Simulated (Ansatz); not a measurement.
# ZnO: energy and stress against strain

The task, for ZnO: see how energy and stress answer to the strain pattern (1, -1, 0, 0, 0, 0).

Method: DFT PBE+D3(BJ), scalar-relativistic, plane waves, PAW, in Ansatz 0.2.0.

## Step 1: The system as given

It takes space group P6_3/mmc (No. 194, hexagonal). Conventional cell: a = 3.288 Å, b = 3.288 Å, c = 7.130 Å, α = 90.00°, β = 90.00°, γ = 120.00°. Zn (site symmetry -6m2) has 3 O at 1.90 Å as nearest neighbours. O (site symmetry -6m2) has 3 Zn at 1.90 Å as nearest neighbours.

Coordinates:

```
Zn O
1.0
     3.28797    0.00000    0.00000
    -1.64398    2.84746    0.00000
     0.00000    0.00000    7.13044
Zn O
2 2
Direct
  0.00000 0.00000 0.75000
  0.00000 0.00000 0.25000
  0.33333 0.66667 0.25000
  0.66667 0.33333 0.75000
```

It goes back to an entry of the Materials Project, which need not be the stable form.

The cell is taken as given, not relaxed at this level.

## Step 2: The reference cell

Reference values: F = -7773.4387 eV; pressure -2.33 GPa; largest force 0.000 eV/Å; gap on the mesh 0.82 eV. It was computed beforehand with the settings of the runs below.

## Step 3: Next: energy and stress against strain

The cell is strained by ε times the Voigt pattern (1, -1, 0, 0, 0, 0) (xx, yy, zz, yz, xz, xy; engineering shear), with fractional coordinates fixed (clamped ions). The stress on the pattern is the sum of the stress components weighted by it, tension positive.

## Step 4: ε = -0.0200

File input.yaml:

```yaml
crystal:
  lattice:
    - [3.2222078155, 0.0, 0.0]
    - [-1.6111039077, 2.904412348, 0.0]
    - [0.0, 0.0, 7.13044135]
  atoms:
    - { symbol: Zn, position: [0.0, 0.0, 0.75] }
    - { symbol: Zn, position: [0.0, 0.0, 0.25] }
    - { symbol: O, position: [0.3333333333, 0.6666666667, 0.25] }
    - { symbol: O, position: [0.6666666667, 0.3333333333, 0.75] }
basis:
  ecutwfc: 420
kpoints:
  mp_grid: { grid: [9, 9, 4] }
hamiltonian:
  xc: pbe
  dispersion: d3bj
scf:
  occupations: { method: gaussian, width: 0.05 }
output:
  forces: true
  stress: true
  eigenvalues: true
```

Command:

```
ansatz run input.yaml --threads 1 --pin off --max-ram 1228MiB --backend cpu --events-out ev --progress --plain --runs-dir out
```

## Step 5: ε = 0.0150

Changes to input.yaml since step 4:

```diff
@@ -2,4 +2,4 @@
   lattice:
-    - [3.2222078155, 0.0, 0.0]
-    - [-1.6111039077, 2.904412348, 0.0]
+    - [3.3372866661, 0.0, 0.0]
+    - [-1.668643333, 2.8047511399, 0.0]
     - [0.0, 0.0, 7.13044135]
```

## Step 6: ε = -0.0100

Changes to input.yaml since step 5:

```diff
@@ -2,4 +2,4 @@
   lattice:
-    - [3.3372866661, 0.0, 0.0]
-    - [-1.668643333, 2.8047511399, 0.0]
+    - [3.2550874871, 0.0, 0.0]
+    - [-1.6275437435, 2.8759377171, 0.0]
     - [0.0, 0.0, 7.13044135]
```

## Step 7: Point ε = 0.0050

Changes to input.yaml since step 6:

```diff
@@ -2,4 +2,4 @@
   lattice:
-    - [3.2550874871, 0.0, 0.0]
-    - [-1.6275437435, 2.8759377171, 0.0]
+    - [3.3044069945, 0.0, 0.0]
+    - [-1.6522034972, 2.8332257708, 0.0]
     - [0.0, 0.0, 7.13044135]
```

## Step 8: ε = 0.0200

Changes to input.yaml since step 7:

```diff
@@ -2,4 +2,4 @@
   lattice:
-    - [3.3044069945, 0.0, 0.0]
-    - [-1.6522034972, 2.8332257708, 0.0]
+    - [3.3537265018, 0.0, 0.0]
+    - [-1.6768632509, 2.7905138245, 0.0]
     - [0.0, 0.0, 7.13044135]
```

## Step 9: ε = -0.0150

Changes to input.yaml since step 8:

```diff
@@ -2,4 +2,4 @@
   lattice:
-    - [3.3537265018, 0.0, 0.0]
-    - [-1.6768632509, 2.7905138245, 0.0]
+    - [3.2386476513, 0.0, 0.0]
+    - [-1.6193238256, 2.8901750325, 0.0]
     - [0.0, 0.0, 7.13044135]
```

(Steps that only read results are left out.)

**Question.** What will these runs give? Wanted: slope of the stress at ε = 0, from the points at -0.0100, 0 and 0.0050.

**Answer**, as computed:

```
                                                              quantity    value
slope of the stress at ε = 0, from the points at -0.0100, 0 and 0.0050  399 GPa
```

In words: The slope of the stress at zero strain, 399 GPa, estimates C11 + C22 − 2 C12 with clamped ions in this Cartesian frame; letting the atoms relax could not make it stiffer. The reference stands under -2.3 GPa, so this is no zero-stress constant. No sampled point lies below the undisturbed cell. The gap on the mesh stays between 0.75 and 0.82 eV.
